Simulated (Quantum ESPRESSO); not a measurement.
Here is a Quantum ESPRESSO 7.5 calculation.

The input pw.in:

```
&CONTROL
  calculation = 'scf'
  prefix = 'pwscf'
  outdir = './tmp'
  pseudo_dir = './pseudo'
  tprnfor = .true.
  tstress = .true.
  disk_io = 'low'
/
&SYSTEM
  ibrav = 0
  nat = 2
  ntyp = 2
  ecutwfc = 98
  nbnd = 22
  occupations = 'smearing'
  smearing = 'fd'
  degauss = 0.00367493
  nspin = 2
  starting_magnetization(1) = 0.0556
  starting_magnetization(2) = 0
/
&ELECTRONS
  conv_thr = 4d-10
  electron_maxstep = 120
  mixing_beta = 0.3
/
ATOMIC_SPECIES
Ni    58.6934 Ni.upf
O     15.9990 O.upf
CELL_PARAMETERS bohr
   0.0000000000    3.9417828252    3.9417828252
   3.9417828252    0.0000000000    3.9417828252
   3.9417828252    3.9417828252    0.0000000000
ATOMIC_POSITIONS bohr
Ni     0.0000000000    0.0000000000    0.0000000000
O      3.9417828252    3.9417828252    3.9417828252
K_POINTS automatic
11 11 11 0 0 0
```

pp_density.in

```
&INPUTPP
  prefix = 'pwscf'
  outdir = './tmp'
  filplot = 'density.dat'
  plot_num = 0
/
&PLOT
  nfile = 1
  filepp(1) = 'density.dat'
  iflag = 3
  output_format = 6
  fileout = 'density.cube'
/
```

pp_potential.in

```
&INPUTPP
  prefix = 'pwscf'
  outdir = './tmp'
  filplot = 'potential.dat'
  plot_num = 11
/
&PLOT
  nfile = 1
  filepp(1) = 'potential.dat'
  iflag = 3
  output_format = 6
  fileout = 'potential.cube'
/
```

File pp_spin.in:

```
&INPUTPP
  prefix = 'pwscf'
  outdir = './tmp'
  filplot = 'spin.dat'
  plot_num = 6
/
&PLOT
  nfile = 1
  filepp(1) = 'spin.dat'
  iflag = 3
  output_format = 6
  fileout = 'spin.cube'
/
```

The input pp_elf.in:

```
&INPUTPP
  prefix = 'pwscf'
  outdir = './tmp'
  filplot = 'elf.dat'
  plot_num = 8
/
&PLOT
  nfile = 1
  filepp(1) = 'elf.dat'
  iflag = 3
  output_format = 6
  fileout = 'elf.cube'
/
```

Contents of bands.in:

```
&CONTROL
  calculation = 'bands'
  prefix = 'pwscf'
  outdir = './tmp'
  pseudo_dir = './pseudo'
  disk_io = 'low'
  verbosity = 'high'
/
&SYSTEM
  ibrav = 0
  nat = 2
  ntyp = 2
  ecutwfc = 98
  nbnd = 22
  occupations = 'smearing'
  smearing = 'fd'
  degauss = 0.00367493
  nspin = 2
  starting_magnetization(1) = 0.0556
  starting_magnetization(2) = 0
/
&ELECTRONS
  conv_thr = 1d-08
  electron_maxstep = 120
  mixing_beta = 0.3
  diago_full_acc = .true.
/
ATOMIC_SPECIES
Ni    58.6934 Ni.upf
O     15.9990 O.upf
CELL_PARAMETERS bohr
   0.0000000000    3.9417828252    3.9417828252
   3.9417828252    0.0000000000    3.9417828252
   3.9417828252    3.9417828252    0.0000000000
ATOMIC_POSITIONS bohr
Ni     0.0000000000    0.0000000000    0.0000000000
O      3.9417828252    3.9417828252    3.9417828252
K_POINTS crystal
60
 0.0000000000  0.0000000000  0.0000000000 1
 0.0625000000  0.0000000000  0.0625000000 1
 0.1250000000  0.0000000000  0.1250000000 1
 0.1875000000  0.0000000000  0.1875000000 1
 0.2500000000  0.0000000000  0.2500000000 1
 0.3125000000  0.0000000000  0.3125000000 1
 0.3750000000  0.0000000000  0.3750000000 1
 0.4375000000  0.0000000000  0.4375000000 1
 0.5000000000  0.0000000000  0.5000000000 1
 0.5000000000  0.0625000000  0.5625000000 1
 0.5000000000  0.1250000000  0.6250000000 1
 0.5000000000  0.1875000000  0.6875000000 1
 0.5000000000  0.2500000000  0.7500000000 1
 0.4375000000  0.3125000000  0.7500000000 1
 0.3750000000  0.3750000000  0.7500000000 1
 0.3375000000  0.3375000000  0.6750000000 1
 0.3000000000  0.3000000000  0.6000000000 1
 0.2625000000  0.2625000000  0.5250000000 1
 0.2250000000  0.2250000000  0.4500000000 1
 0.1875000000  0.1875000000  0.3750000000 1
 0.1500000000  0.1500000000  0.3000000000 1
 0.1125000000  0.1125000000  0.2250000000 1
 0.0750000000  0.0750000000  0.1500000000 1
 0.0375000000  0.0375000000  0.0750000000 1
 0.0000000000  0.0000000000  0.0000000000 1
 0.0625000000  0.0625000000  0.0625000000 1
 0.1250000000  0.1250000000  0.1250000000 1
 0.1875000000  0.1875000000  0.1875000000 1
 0.2500000000  0.2500000000  0.2500000000 1
 0.3125000000  0.3125000000  0.3125000000 1
 0.3750000000  0.3750000000  0.3750000000 1
 0.4375000000  0.4375000000  0.4375000000 1
 0.5000000000  0.5000000000  0.5000000000 1
 0.5250000000  0.4500000000  0.5250000000 1
 0.5500000000  0.4000000000  0.5500000000 1
 0.5750000000  0.3500000000  0.5750000000 1
 0.6000000000  0.3000000000  0.6000000000 1
 0.6250000000  0.2500000000  0.6250000000 1
 0.5833333333  0.2500000000  0.6666666667 1
 0.5416666667  0.2500000000  0.7083333333 1
 0.5000000000  0.2500000000  0.7500000000 1
 0.5000000000  0.2857142857  0.7142857143 1
 0.5000000000  0.3214285714  0.6785714286 1
 0.5000000000  0.3571428571  0.6428571429 1
 0.5000000000  0.3928571429  0.6071428571 1
 0.5000000000  0.4285714286  0.5714285714 1
 0.5000000000  0.4642857143  0.5357142857 1
 0.5000000000  0.5000000000  0.5000000000 1
 0.4821428571  0.4821428571  0.5357142857 1
 0.4642857143  0.4642857143  0.5714285714 1
 0.4464285714  0.4464285714  0.6071428571 1
 0.4285714286  0.4285714286  0.6428571429 1
 0.4107142857  0.4107142857  0.6785714286 1
 0.3928571429  0.3928571429  0.7142857143 1
 0.3750000000  0.3750000000  0.7500000000 1
 0.6250000000  0.2500000000  0.6250000000 1
 0.5937500000  0.1875000000  0.5937500000 1
 0.5625000000  0.1250000000  0.5625000000 1
 0.5312500000  0.0625000000  0.5312500000 1
 0.5000000000  0.0000000000  0.5000000000 1
```

Potentials or basis: PseudoDojo 0.4.1 SR LDA standard.

Command:

```sh
$ OMP_NUM_THREADS=1 pw.x -in pw.in > pw.out
$ OMP_NUM_THREADS=1 pp.x -in pp_density.in > pp_density.out
$ OMP_NUM_THREADS=1 pp.x -in pp_potential.in > pp_potential.out
$ OMP_NUM_THREADS=1 pp.x -in pp_spin.in > pp_spin.out
$ OMP_NUM_THREADS=1 pp.x -in pp_elf.in > pp_elf.out
$ OMP_NUM_THREADS=1 pw.x -in bands.in > bands.out
```

What does it give for the band gap on the k mesh?

None (metal or under the smearing width).

Estimate the pressure.

-20.4 GPa.

Predict the net moment.

0.33 μB per cell.

Levels at the corners of the path, in eV from the Fermi level:
Spin up:
| point | band 9 | band 10 | band 11 | band 12 | band 13 | band 14 | band 15 | band 16 | band 17 | band 18 |
| --- | --- | --- | --- | --- | --- | --- | --- | --- | --- | --- |
| Γ | -1.84 | -1.84 | -1.84 | -1.81 | -1.81 | 1.72 | 17.82 | 19.02 | 19.02 | 19.02 |
| X | -2.83 | -1.42 | -0.86 | -0.73 | -0.73 | 6.31 | 10.47 | 12.47 | 16.58 | 16.58 |
| W | -1.14 | -1.14 | -0.99 | -0.73 | -0.16 | 8.59 | 10.68 | 10.68 | 13.54 | 22.14 |
| K | -1.76 | -0.87 | -0.68 | -0.67 | -0.15 | 7.92 | 10.40 | 10.45 | 15.83 | 18.69 |
| Γ | -1.84 | -1.84 | -1.84 | -1.81 | -1.81 | 1.72 | 17.82 | 19.02 | 19.02 | 19.02 |
| L | -1.02 | -1.02 | -0.63 | 1.13 | 1.13 | 5.66 | 9.97 | 14.08 | 14.08 | 21.46 |
| U | -1.76 | -0.87 | -0.68 | -0.67 | -0.15 | 7.92 | 10.40 | 10.45 | 15.83 | 18.69 |
| W | -1.14 | -1.14 | -0.99 | -0.73 | -0.16 | 8.59 | 10.68 | 10.68 | 13.54 | 22.14 |
| L | -1.02 | -1.02 | -0.63 | 1.13 | 1.13 | 5.66 | 9.97 | 14.08 | 14.08 | 21.46 |
| K | -1.76 | -0.87 | -0.68 | -0.67 | -0.15 | 7.92 | 10.40 | 10.45 | 15.83 | 18.69 |
| U | -1.76 | -0.87 | -0.68 | -0.67 | -0.15 | 7.92 | 10.40 | 10.45 | 15.83 | 18.69 |
| X | -2.83 | -1.42 | -0.86 | -0.73 | -0.73 | 6.31 | 10.47 | 12.47 | 16.58 | 16.58 |
Spin down:
```csv
point,band 9,band 10,band 11,band 12,band 13,band 14,band 15,band 16
Γ,-1.65,-1.65,-1.65,-1.42,-1.42,1.78,17.82,19.08
X,-2.66,-1.02,-0.51,-0.51,-0.46,6.39,10.53,12.55
W,-0.95,-0.95,-0.59,-0.51,0.20,8.67,10.74,10.74
K,-1.56,-0.65,-0.48,-0.29,0.20,7.99,10.47,10.52
Γ,-1.65,-1.65,-1.65,-1.42,-1.42,1.78,17.82,19.08
L,-0.79,-0.79,-0.43,1.44,1.44,5.70,10.06,14.13
U,-1.56,-0.65,-0.48,-0.29,0.20,7.99,10.47,10.52
W,-0.95,-0.95,-0.59,-0.51,0.20,8.67,10.74,10.74
L,-0.79,-0.79,-0.43,1.44,1.44,5.70,10.06,14.13
K,-1.56,-0.65,-0.48,-0.29,0.20,7.99,10.47,10.52
U,-1.56,-0.65,-0.48,-0.29,0.20,7.99,10.47,10.52
X,-2.66,-1.02,-0.51,-0.51,-0.46,6.39,10.53,12.55
```

Caveat: so large a pressure means that the cell lies far from this level's equilibrium, or that cutoff or potentials fall short; semilocal functionals often make such compounds metallic where correlation or magnetic order opens a gap, which also shifts bond lengths.

The gap isn't set beside the measured one, since this odd mesh misses points on the zone boundary.
